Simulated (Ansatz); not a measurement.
# TiAl$_{3}$: what symmetry allows forces and stress to be

```
CELL_PARAMETERS angstrom
4.09345 -0.23734 0.06958
-0.23734 4.09345 0.06958
0.06958 0.06958 3.94657
ATOMIC_POSITIONS crystal
Ti 0.99692 0.00308 0.00000
Al 0.49365 0.50635 0.00000
Al 0.50770 0.99827 0.50170
Al 0.00173 0.49230 0.49830
```

Theory: DFT PBEsol, scalar-relativistic, plane waves, PAW in Ansatz 0.2.0.

Plane waves to 420 eV, a k mesh through Γ of 10×10×10 on the computed 4-atom cell and Gaussian smearing (0.10 eV); no spin polarisation.

This distorted cell has space group C2, with 2 operations.

Question: Without a calculation: in which directions can each atom feel a force?

Answer: A force must be left unchanged by every operation that keeps its atom in place, so it lies in the space that those operations leave fixed. Atoms that the group maps onto each other feel forces of one size.
| atom | site symmetry | operations at the site | equivalent to atom | allowed force (Cartesian) |
| --- | --- | --- | --- | --- |
| Ti1 | 2 | 2 | 1 | along (0.71, -0.71, 0.00) |
| Al2 | 2 | 2 | 2 | along (0.71, -0.71, 0.00) |
| Al3 | 1 | 1 | 3 | any direction |
| Al4 | 1 | 1 | 3 | any direction |

That leaves 5 independent force components of 12, tied by 1 condition that the forces sum to zero, so 4 remain. A relaxation in this cell that keeps the symmetry moves the atoms in these directions alone.

Question: And the stress tensor?

Answer: It must be invariant under the point group, which leaves 4 independent components: xx = yy, yz = xz.

Question: Do the computed values obey this?

Answer: Yes. Forces (eV/Å):
```
Ti1  0.154 -0.154  0.000
Al2  0.125 -0.125  0.000
Al3 -0.277  0.003 -0.034
Al4 -0.003  0.277  0.034
```

Stress (GPa, compression positive, xx yy zz yz xz xy): -5.06 -5.06 -4.25 -2.57 -2.57 5.93. The program imposes the same operations on density, forces and stress, so this confirms the analysis and is no independent test of the calculation.

This form isn't the usual stable structure of the compound.